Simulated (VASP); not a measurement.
Mg: single point with RPBE

Mg:

```xyz
1
Lattice="-1.7728 1.7728 1.7728 1.7728 -1.7728 1.7728 1.7728 1.7728 -1.7728" Properties=species:S:1:pos:R:3 pbc="T T T"
Mg    0.0000    0.0000    0.0000
```

This isn't the form of Mg at room conditions, which is hcp.

```
Program                : VASP 6.6.1
Task                   : single point
Functional             : RPBE
Potentials or basis    : VASP PAW PBE potentials, release 64 (Mg_GW)
Cutoff                 : 550 eV
k mesh                 : 11 × 11 × 11
Occupations            : gaussian, width 0.05 eV
Spin                   : no spin polarisation
Further INCAR settings : ALGO = Fast; EDIFF = 1e-06
```

```json
{
 "Pressure": "2.0 GPa",
 "Band gap on the k mesh": "none (metal or under the smearing width)"
}
```

Levels at points of the mesh, in eV from the Fermi level:
```tsv
k point	band 1	band 2	band 3	band 4	band 5
(0.00, 0.00, 0.00)	-7.09	13.25	13.25	13.25	15.25
```

Run time: 4.9 s on 1 thread of Intel(R) Xeon(R) 6975P-C (Granite Rapids), with other jobs on the host, peak memory 0.12 GiB.

Caveat: the PAW data sets were made with another functional, which shifts forces and pressure a little.
